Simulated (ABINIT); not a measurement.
# KCl (Sylvite): G0W0 with ABINIT, start to end

Aim: the G0W0 gap of KCl (Sylvite) on PBE, step by step.

Program: ABINIT 10.8.3. Level of theory: PBE and many-body steps on it, plane waves. Results are calculated unless marked as measured.

### 1. The starting structure

It takes space group Fm-3m (No. 225, cubic). The conventional cell has a = 6.293 Å, b = 6.293 Å, c = 6.293 Å, α = 90.00°, β = 90.00°, γ = 90.00°. Nearest to K lie 6 Cl at 3.15 Å. Cl has 6 K at 3.15 Å nearest. Farther neighbours and most contacts between anions are not listed.

The cell and positions come from the Crystallography Open Database and are kept as given unless a step says otherwise.

### 2. Ground state

This step: ABINIT 10.8.3; DFT, PBE, plane waves, norm-conserving pseudopotentials.

The ground-state density comes first.

run.abi

```
acell 3*1.0 Angstrom
rprim 
  -0.000000000000 3.146470000000 3.146470000000
  3.146470000000 0.000000000000 3.146470000000
  3.146470000000 3.146470000000 -0.000000000000
ntypat 2
znucl 19 17
natom 2
typat 1 2
xred 
  0.000000000000 0.000000000000 0.000000000000
  0.500000000000 0.500000000000 0.500000000000
pp_dirpath "pseudos"
pseudos "K.upf, Cl.upf"
ecut 33
ngkpt 6 6 6
nshiftk 1
shiftk 0 0 0
kptopt 1
chksymbreak 0
nband 13
occopt 1
tolvrs 1e-10
nstep 60
prtwf 0
optforces 0
optstress 0
indata_prefix "in"
outdata_prefix "out"
tmpdata_prefix "tmp"
```

Launch:

```bash
> OMP_NUM_THREADS=1 mpirun -n 4 abinit run.abi > log
```

Numbers of over 12 decimals in the logs are rounded to 6 here.

The program printed:

```text
.Version 10.8.3 of ABINIT. v10.8.2 released Aug 2026.

 Symmetries : space group Fm -3 m (#225); Bravais cF (face-center cubic)
================================================================================
 Values of the parameters that define the memory need of the present run
     intxc =       0    ionmov =       0      iscf =       7    lmnmax =       6
     lnmax =       6     mgfft =      45  mpssoang =       3    mqgrid =    3001
     natom =       2  nloc_mem =       1    nspden =       1   nspinor =       1
    nsppol =       1      nsym =      48    n1xccc =    2501    ntypat =       2
    occopt =       1   xclevel =       2
-    mband =          13        mffmem =           1         mkmem =           4
       mpw =        3823          nfft =       91125          nkpt =          16
================================================================================
  Rough estimation (10% accuracy) of disk space for files :
================================================================================

--------------------------------------------------------------------------------
------------- Echo of variables that govern the present computation ------------
--------------------------------------------------------------------------------
 -outvars: echo values of preprocessed input variables --------
            acell      1.8897261259E+00  1.8897261259E+00  1.8897261259E+00 Bohr

      chksymbreak           0
             ecut      3.30000000E+01 Hartree
-          fftalg         312

              ixc     -101130
              kpt      0.00000000E+00  0.00000000E+00  0.00000000E+00
                       1.66666667E-01  0.00000000E+00  0.00000000E+00
                       3.33333333E-01  0.00000000E+00  0.00000000E+00
                       5.00000000E-01  0.00000000E+00  0.00000000E+00
                       1.66666667E-01  1.66666667E-01  0.00000000E+00
                       3.33333333E-01  1.66666667E-01  0.00000000E+00
                       5.00000000E-01  1.66666667E-01  0.00000000E+00
                      -3.33333333E-01  1.66666667E-01  0.00000000E+00
                      -1.66666667E-01  1.66666667E-01  0.00000000E+00
   [... 5 further rows ...]
                      -3.33333333E-01  3.33333333E-01  1.66666667E-01
                      -3.33333333E-01  5.00000000E-01  1.66666667E-01
         kptrlatt        6    0    0      0    6    0      0    0    6
          kptrlen      5.04531993E+01
P           mkmem           4
            natom           2
            nband          13
            ngfft          45      45      45
             nkpt          16
            nstep          60
             nsym          48
           ntypat           2
              occ      2.000000  2.000000  2.000000  2.000000  2.000000  2.000000
                       2.000000  2.000000  0.000000  0.000000  0.000000  0.000000
                       0.000000
        optforces           0
        optstress           0
            prtwf           0
            rprim     -0.0000000000E+00  3.1464700000E+00  3.1464700000E+00
[...]
spgroup         225

           tolvrs      1.00000000E-10

             xred      0.0000000000E+00  0.0000000000E+00  0.0000000000E+00
[...]
znucl       19.00000   17.00000

================================================================================

 chkinp: Checking input parameters for consistency.

================================================================================
== DATASET  1 ==================================================================
-   mpi_nproc: 4, omp_nthreads: 1 (-1 if OMP is not activated)

--- !DatasetInfo
iteration_state: {dtset: 1, }
dimensions: {natom: 2, nkpt: 16, mband: 13, nsppol: 1, nspinor: 1, nspden: 1, mpw: 3823, }
cutoff_energies: {ecut:  33.0, pawecutdg:  -1.0, }
electrons: {nelect:   1.60000000E+01, charge:   0.00000000E+00, occopt:   1.00000000E+00, tsmear:   1.00000000E-02, }

 Real(R)+Recip(G) space primitive vectors, cartesian coordinates (Bohr,Bohr^-1):
 R(1)=  0.0000000  5.9459666  5.9459666  G(1)= -0.0840906  0.0840906  0.0840906
 R(2)=  5.9459666  0.0000000  5.9459666  G(2)=  0.0840906 -0.0840906  0.0840906
 R(3)=  5.9459666  5.9459666  0.0000000  G(3)=  0.0840906  0.0840906 -0.0840906
 Unit cell volume ucvol=  4.2043357E+02 bohr^3
 Angles (23,13,12)=  6.00000000E+01  6.00000000E+01  6.00000000E+01 degrees

 getcut: wavevector=  0.0000  0.0000  0.0000  ngfft=  45  45  45
         ecut(hartree)=     33.000   => boxcut(ratio)=   2.02345

--- Pseudopotential description ------------------------------------------------
- K Generated using ONCVPSP code by D. R. Hamann
- 19.00000   9.00000  171031                  znucl, zion, pspdat
12 -101130 2 -1 2222                          pspcod,pspxc,lmax,lloc,mmax
     nproj     2     2     2
  pspatm : epsatm=    8.42413758
         --- l  ekb(1:nproj) -->
[...]
pspatm: atomic psp has been read  and splines computed

- Cl Generated using ONCVPSP code by D. R. Hamann
- 17.00000   7.00000  171031                  znucl, zion, pspdat
12 -101130 2 -1 1028                          pspcod,pspxc,lmax,lloc,mmax
     nproj     2     2     2
  pspatm : epsatm=    9.12776517
         --- l  ekb(1:nproj) -->
[...]
2   -2.938609   -0.805455
 pspatm: atomic psp has been read  and splines computed

   2.80830444E+02                                ecore*ucvol(ha*bohr**3)
--------------------------------------------------------------------------------

_setup2: Arith. and geom. avg. npw (full set) are    3805.801    3805.789

================================================================================

--- !BeginCycle
iteration_state: {dtset: 1, }
solver: {iscf: 7, nstep: 60, nline: 4, wfoptalg: 0, }
tolerances: {tolvrs: 1.00E-10, }

     iter   Etot(hartree)      deltaE(h)  residm     vres2
 ETOT  1  -46.572690663610    -4.657E+01 7.370E-02 1.561E+02
 ETOT  2  -46.596654800576    -2.396E-02 9.852E-03 1.309E+01
 ETOT  3  -46.598321616511    -1.667E-03 3.702E-03 1.157E+00
 ETOT  4  -46.598367069413    -4.545E-05 3.358E-03 6.410E-02
 ETOT  5  -46.598368205033    -1.136E-06 1.372E-03 9.405E-04
 ETOT  6  -46.598368229972    -2.494E-08 1.022E-03 8.148E-06
 ETOT  7  -46.598368230966    -9.940E-10 1.084E-03 5.356E-07
 ETOT  8  -46.598368231011    -4.532E-11 5.155E-04 5.823E-09
 ETOT  9  -46.598368231013    -1.620E-12 5.050E-04 3.055E-10
 ETOT 10  -46.598368231013     2.629E-13 2.059E-04 2.537E-12

 At SCF step   10       vres2   =  2.54E-12 < tolvrs=  1.00E-10 =>converged.

--- !ResultsGS
iteration_state: {dtset: 1, }
comment   : Summary of ground state results
lattice_vectors:
- [ -0.0000000,   5.9459666,   5.9459666, ]
- [  5.9459666,   0.0000000,   5.9459666, ]
- [  5.9459666,   5.9459666,  -0.0000000, ]
lattice_lengths: [   8.40887,    8.40887,    8.40887, ]
lattice_angles: [ 60.000,  60.000,  60.000, ] # degrees, (23, 13, 12)
lattice_volume:   4.2043357E+02
convergence: {deltae:  2.629E-13, res2:  2.537E-12, residm:  2.059E-04, diffor:  0.000E+00, }
etotal    :  -4.65983682E+01
entropy   :   0.00000000E+00
fermie    :  -8.50435789E-03
cartesian_stress_tensor: null
pressure_GPa: null
xred      :
- [  0.0000E+00,   0.0000E+00,   0.0000E+00,  K]
- [  5.0000E-01,   5.0000E-01,   5.0000E-01, Cl]
cartesian_forces: null
force_length_stats: {min: null, max: null, mean: null, }

 Integrated electronic density in atomic spheres:
 ------------------------------------------------
 Atom  Sphere_radius  Integrated_density
    1        2.00000          6.91065232
    2        2.00000          5.11724944
================================================================================

 ----iterations are completed or convergence reached----

 Mean square residual over all n,k,spin=   31.548E-07; max=  20.590E-05
 reduced coordinates (array xred) for    2 atoms
       0.000000000000      0.000000000000      0.000000000000
       0.500000000000      0.500000000000      0.500000000000
 rms dE/dt=  0.0000E+00; max dE/dt=  0.0000E+00; dE/dt below (all hartree)
    1       0.000000000000      0.000000000000      0.000000000000
    2       0.000000000000      0.000000000000      0.000000000000

 cartesian coordinates (angstrom) at end:
    1      0.000000     0.000000     0.000000
    2      3.146470     3.146470     3.146470
 length scales=  1.889726125908  1.889726125908  1.889726125908 bohr
              =  1.000000000000  1.000000000000  1.000000000000 angstroms
 prteigrs : about to open file out_EIG
 Fermi (or HOMO) energy (hartree) =  -0.00850   Average Vxc (hartree)=  -0.28070
 Eigenvalues (hartree) for nkpt=  16  k points:
 kpt#   1, nband= 13, wtk=  0.00463, kpt=  0.0000  0.0000  0.0000 (reduced coord)
  -1.00793   -0.45382   -0.40010   -0.40010   -0.40010   -0.00850   -0.00850   -0.00850
   0.18221    0.29896    0.29896    0.29896    0.33049
 prteigrs : prtvol=0 or 1, do not print more k-points.

--- !EnergyTerms
iteration_state     : {dtset: 1, }
comment             : Components of total free energy in Hartree
kinetic             :  1.59178987439085E+01
hartree             :  9.94220084209927E+00
xc                  : -1.09376488268506E+01
Ewald energy        : -3.08334400012199E+01
psp_core            :  6.67954381446766E-01
local_psp           : -3.77938247955445E+01
non_local_psp       :  6.43849142514780E+00
total_energy        : -4.65983682310126E+01
total_energy_eV     : -1.26800619636654E+03
band_energy         : -5.47274576955770E+00

== END DATASET(S) ==============================================================
================================================================================

 -outvars: echo values of variables after computation  --------
           etotal     -4.6598368231E+01
            nband          13
             nkpt          16
          spgroup         225
 [... the other variables as echoed above ...]

 Calculation completed.
```

The job ended after 6.5 s (4 MPI ranks of Intel Xeon 6975P-C (Granite Rapids), shared host; peak memory 0.39 GiB).

This step gave:

```
total energy               : -1268.0062 eV
gap                        : 5.189 eV
k of the valence top       : 0, 0, 0
k of the conduction bottom : 0, 0, 0
least direct gap           : 5.189 eV
```

The gap is direct, at Γ.

(Part 1 of 3 ends here.)

[Paths, hosts, dates, memory and timing lines, banners, echoed tables and standing remarks are left out of the program output.]

[Logs are printed without paths, hosts, clocks, repeated set-up lines and the standing remarks that a program may print on its own settings, such as how far it seeks lower states.]

[Runs of the session that timed out or met a known fault of the program may be left out.]

[Hosts, paths, dates, database ids (printed as entryN), source tags and the programs' standing remarks are cut or masked in the printed files.]

[G0W0 gaps are taken among the corrected bands and points alone; a level outside them can change the order at an edge.]

[Where Ansatz stands beside ABINIT at settings called matched, ABINIT's density can come from a denser mesh and the files from another edition; pairs whose starting gaps differed by over 0.03 eV were left out, so agreement reads better than it is.]
